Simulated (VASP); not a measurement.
The system is BN (Qingsongite).

```
CELL_PARAMETERS angstrom
0.00000 3.61500 3.61500
3.61500 0.00000 3.61500
3.61500 3.61500 0.00000
ATOMIC_POSITIONS crystal
B 0.00000 0.00000 0.00000
B 0.00000 0.00000 0.50000
B 0.00000 0.50000 0.00000
B 0.00000 0.50000 0.50000
B 0.50000 0.00000 0.00000
B 0.50000 0.00000 0.50000
B 0.50000 0.50000 0.00000
B 0.50000 0.50000 0.50000
N 0.12500 0.12500 0.12500
N 0.12500 0.12500 0.62500
N 0.12500 0.62500 0.12500
N 0.12500 0.62500 0.62500
N 0.62500 0.12500 0.12500
N 0.62500 0.12500 0.62500
N 0.62500 0.62500 0.12500
N 0.62500 0.62500 0.62500
```

```yaml
Program: VASP 6.6.1
Task: phonon dispersion
Functional: PBE
Potentials_or_basis: VASP PAW PBE potentials, release 64 (B, N)
Cutoff: 520 eV
k_mesh: 4 × 4 × 4
Occupations: gaussian, width 0.03 eV
Spin: no spin polarisation
Long-range_dipole_term: yes
Supercell_matrix: "[2, 0, 0, 0, 2, 0, 0, 0, 2]"
Further_INCAR_settings: LREAL = Auto; ALGO = Normal; EDIFF = 1e-07; IBRION = 6; POTIM = 0.015; NSW = 1
```

Q: Is this structure dynamically stable at this level, and how far does the spectrum reach?

A: Yes, as far as this q mesh shows: no mode on the path is imaginary. The highest frequency is 1273 cm⁻¹.

Phonon frequencies at the corners of the path (cm⁻¹, interpolated; i marks imaginary ones):
| point | frequencies |
| --- | --- |
| Γ | 0 0 0 1039 1039 1273 |
| X | 696 696 902 902 1007 1147 |
| W | 755 768 905 957 989 1020 |
| K | 642 843 898 927 966 1080 |
| L | 483 483 968 980 980 1129 |
| U | 642 843 898 927 966 1080 |

A q mesh this small can miss soft modes between its points.

Caveat: the k mesh is coarse (spacing up to 0.38 Å⁻¹), so the values aren't converged.
